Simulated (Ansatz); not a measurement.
# ZnS (Wurtzite-2H) under changes of volume

One of the cells (19.603 Å³/atom); the others are scaled copies at fixed shape and fractional positions:

```
CELL_PARAMETERS angstrom
3.81100 0.00000 0.00000
-1.90550 3.30042 0.00000
0.00000 0.00000 6.23400
ATOMIC_POSITIONS crystal
Zn 0.66667 0.33333 0.50000
Zn 0.33333 0.66667 0.00000
S 0.66667 0.33333 0.88500
S 0.33333 0.66667 0.38500
```

| Quantity | Value |
| --- | --- |
| Program | Ansatz 0.2.0 |
| Functional | PBE |
| Potentials or basis | Ansatz PAW polarizable |
| Cutoff | 420 eV (not typed: the program's choice for these potentials) |
| k mesh | 8 × 8 × 5 |
| Occupations | fermi-dirac, width 0.05 eV |
| Spin | no spin polarisation |

| volume (Å³/atom) | energy over the lowest point (meV/atom) | pressure (GPa) | gap on the mesh (eV) | largest force (eV/Å) |
| --- | --- | --- | --- | --- |
| 18.427 | 40.75 | 7.9 | 2.54 | 0.400 |
| 18.819 | 23.92 | 5.9 | 2.44 | 0.371 |
| 19.211 | ? | ? | ? | ? |
| 19.603 | 4.18 | 2.3 | 2.25 | 0.319 |
| 19.995 | 0.35 | 0.8 | 2.15 | 0.296 |
| 20.387 | 0.00 | -0.5 | 2.06 | 0.274 |
| 20.779 | 2.80 | -1.7 | 1.98 | 0.254 |

Q: What does the run at 19.211 Å³/atom give?

A: Energy over the lowest point 11.89 meV/atom; pressure 4.0 GPa; gap on the mesh 2.34 eV; largest force 0.344 eV/Å.

Worked out: A Birch-Murnaghan fit of order 3 (a polynomial in V^(-2/3)) to the other rows has its minimum at 20.23 Å³/atom with B0 = V·E''(V) = 69 GPa and B' = 4.4 at fixed shape and positions, which overstates the stiffness. It gives 11.89 meV/atom at 19.211 Å³/atom, against the run's 11.89, and -dE/dV = 4.0 GPa, against 4.0. A straight line through the other rows of the gap, of slope -4.7 eV per unit of ln V (its deformation potential), gives 2.34 eV, against the run's 2.34.

Energies are extrapolated to zero smearing.

Caveats: odd divisions of the mesh miss points on the zone boundary, where band edges often lie, so the gap on the mesh can be too wide.
